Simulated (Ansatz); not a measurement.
ZnO: holes, doping and thermopower

Plane-wave DFT in Ansatz, PBE, scalar-relativistic PAW potentials, cutoff 420 eV, no spin-orbit coupling; no spin polarisation. ZnO in space group P6_3mc. Boltzmann transport at 300 K in rigid bands with one relaxation time, bands interpolated from the k mesh 12×12×6; values are means over x, y, z.

| holes (cm⁻³) | size of S (μV/K) | σ/τ (Ω⁻¹ m⁻¹ s⁻¹) |
| --- | --- | --- |
| 10^18 | 642.4 | 1.39e+16 |
| 10^19 | ? | 1.39e+17 |
| 10^20 | 252.8 | 1.37e+18 |
| 10^21 | 103.9 | 1.25e+19 |

Q: Take the lowest doping as non-degenerate: get the effective density of states and the masses, and predict the missing S.

A: For parabolic bands and one τ, |S| = (k_B/e)(5/2 − η) with k_B/e = 86.17 μV/K and n = N e^η. The first row gives η = -4.96, N = 14.19×10¹⁹ cm⁻³ and, from N = 2.509×10¹⁹ cm⁻³ × m_d^(3/2), a density-of-states mass of 3.17 mₑ (all valleys and bands together). σ/τ = ne²/m_c gives a conductivity mass of 2.03 mₑ; m_d is 1.6 times m_c, the sign of several valleys, several bands or anisotropy. A decade of doping costs (k_B/e) ln 10 = 198.4 μV/K, which predicts 444 μV/K; the run gave 444.7. There η is about -2.7, where Fermi statistics begin to count, but their first corrections to η and to the mean carrier energy nearly cancel, so the rule still holds. At 10^21 cm⁻³ the rule would give 47 μV/K against 103.9: the gas is degenerate there. Scattering that depends on energy changes the 5/2, and whether such doping can be reached wasn't computed.

Cost: about 4.6 core-minutes for the runs cited, on Intel Xeon Platinum 8488C (Sapphire Rapids) (shared hosts).

The thermopower falls with hole doping as the Fermi level moves towards and then into the valence band, so that each carrier transports less entropy. Its large size reflects the heavy holes of an ionic oxide: the band top is mainly O 2p with some Zn 3d admixture, and the compact oxygen orbitals overlap weakly. The wurtzite crystal field splits these p states only slightly, so several bands probably share the holes, which raises the density of states without an equal penalty in conductivity mass.

Because σ/τ grows almost in proportion to the hole density, the power factor at fixed τ rises in every step for which S is known and is still rising at 10^21 cm⁻³; the table therefore doesn't bracket an optimum. PBE places the Zn 3d states too high and so overstates their mixing with O 2p, which may affect the masses. Holes in real ZnO tend to localise on oxygen, particularly beside acceptors, and such polarons would conduct by hopping, which these band results don't describe.
